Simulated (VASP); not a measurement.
# Al, energy difference of two geometries: which settings are enough?

Al, Fm-3m (no. 225), 1 atom in the cell. PBE, energy difference of two geometries; PAW potentials Al (PBE set). VASP 6.6.1.

Wanted: energy difference within 0.5 meV/atom.

What the run is for: energy difference; Accuracy asked: standard; Second geometry: cell strained by +1.0% along z.

The series start from Plane-wave cutoff (eV): 310; Smearing width (eV): 0.1; k-point mesh: 15 × 15 × 15; Precision mode (PREC): Accurate; Electronic threshold (eV): 1e-6; Aspherical gradient terms in the spheres (LASPH): yes; Electronic algorithm: ALGO=Normal. Each series keeps the choices made before it, and each single choice may use up half of a tolerance. Times cover all steps of a run.

## Plane-wave cutoff (eV)

| Plane-wave cutoff (eV) | Energy difference (meV/atom) | Time (s) |
|---|---|---|
| 190 | 1.11 | 4.9 |
| 240 | 1.04 | 5.5 |
| 280 | 1.29 | 6.1 |
| 310 | 1.30 | 7.0 |
| 360 | 1.39 | 8.9 |
| 420 | 1.39 | 11 |
| 500 | 1.39 | 16 |
| 620 (reference) | 1.39 | 17 |

Chosen: 280, the loosest value from which every tighter one stays within half of the tolerance.

## Smearing width (eV)

| Smearing width (eV) | Energy difference (meV/atom) | Time (s) |
|---|---|---|
| 0.4 | 1.17 | 6.6 |
| 0.3 | 1.20 | 6.4 |
| 0.2 | 1.14 | 6.2 |
| 0.15 | 1.26 | 6.3 |
| 0.1 | 1.29 | 6.1 |
| 0.05 (reference) | 1.33 | 6.2 |

Chosen: 0.4.

## k-point mesh

| k-point mesh | Energy difference (meV/atom) | Time (s) |
|---|---|---|
| 5 × 5 × 5 | -1.57 | 1.7 |
| 6 × 6 × 6 | 0.16 | 2.0 |
| 8 × 8 × 8 | 1.35 | 2.6 |
| 10 × 10 × 10 | 0.52 | 3.3 |
| 13 × 13 × 13 | 1.19 | 4.9 |
| 15 × 15 × 15 | 1.17 | 6.6 |
| 18 × 18 × 18 | 0.94 | 9.8 |
| 22 × 22 × 22 (reference) | 1.10 | 16 |

Chosen: 13 × 13 × 13.

## Precision mode (PREC)

| Precision mode (PREC) | Energy difference (meV/atom) | Time (s) |
|---|---|---|
| SingleN | 0.30 | 3.3 |
| Normal | 1.19 | 3.2 |
| Single | 1.16 | 4.7 |
| Accurate (reference) | 1.19 | 4.9 |

Chosen: Normal.

## Electronic threshold (eV)

| Electronic threshold (eV) | Energy difference (meV/atom) | Time (s) |
|---|---|---|
| 0.001 | 1.19 | 2.7 |
| 0.0001 | 1.19 | 2.7 |
| 1e-5 | 1.19 | 2.8 |
| 1e-6 | 1.19 | 3.2 |
| 1e-7 | 1.19 | 3.4 |
| 1e-8 (reference) | 1.19 | 3.8 |

Chosen: 0.001.

## Aspherical gradient terms in the spheres (LASPH)

| Aspherical gradient terms in the spheres (LASPH) | Energy difference (meV/atom) | Time (s) |
|---|---|---|
| no | 1.19 | 2.5 |
| yes (reference) | 1.19 | 2.7 |

Chosen: no.

## Electronic algorithm

| Electronic algorithm | Energy difference (meV/atom) | Time (s) |
|---|---|---|
| ALGO=Normal | 1.19 | 2.5 |
| ALGO=Fast | 1.19 | 2.6 |
| ALGO=VeryFast | 1.19 | 3.3 |
| ALGO=All ISEARCH=1 | 1.19 | 2.7 |
| ALGO=All ISEARCH=0 | 1.19 | 2.7 |
| ALGO=Damped TIME=0.4 | 1.21 | 2.8 |
| ALGO=Damped TIME=0.1 | 1.23 | 2.7 |
| ALGO=Old Fast | 1.19 | 2.6 |

Chosen: ALGO=Normal; no other choice that stays within half of the tolerance saves 30 % of the time.

## All choices together

| Input | Energy difference (meV/atom) | Time (s) |
|---|---|---|
| the program's defaults (naive) | -1.20 | 1.2 |
| chosen settings | 1.19 | 2.5 |
| reference settings throughout | 1.51 | 54 |

The tolerance is met.

## The input

INCAR:
```
GGA = PE
ISMEAR = 1
SIGMA = 0.4
LWAVE = F
LCHARG = F
ISIF = 2
PREC = Normal
LASPH = F
LREAL = F
ALGO = Normal
EDIFF = 0.001
NELM = 120
GGA_COMPAT = F
ENCUT = 280
```

KPOINTS:
```
Automatic mesh
0
Gamma
  13 13 13
  0 0 0
```

POSCAR.step1:
```
Al
1.0
    0.0000000000      2.0248050000      2.0248050000
    2.0248050000      0.0000000000      2.0248050000
    2.0248050000      2.0248050000      0.0000000000
Al
1
Direct
    0.0000000000      0.0000000000      0.0000000000
```

POSCAR.step2:
```
Al
1.0
    0.0000000000      2.0248050000      2.0450530500
    2.0248050000      0.0000000000      2.0450530500
    2.0248050000      2.0248050000      0.0000000000
Al
1
Direct
    0.0000000000      0.0000000000      0.0000000000
```

Commands (each step's output is kept before the next begins):
```
cat potpaw_PBE.64/Al/POTCAR > POTCAR
cp POSCAR.step1 POSCAR
mpirun -np 1 vasp_std > vasp.out
cp POSCAR.step2 POSCAR
mpirun -np 1 vasp_std > vasp.out
```

The chosen input took VASP 6.6.1 2.5 s on 1 core (AMD EPYC 9R45 (Zen 5)), a shared host.

## An input that fails: too few bands

VASP's message: The number of bands is not sufficient to hold all electrons. I am sorry, but this calculation does not make sense. If you want to calculate only selected states, you need to set either EFERMI or EREF. EREF specifies around which energy states are supposed to be calculated. I found NBANDS = 1, NELECT = ….

Changes against the starting input:
```
- NELM = 120
+ NELM = 88
+ NBANDS = 1
```
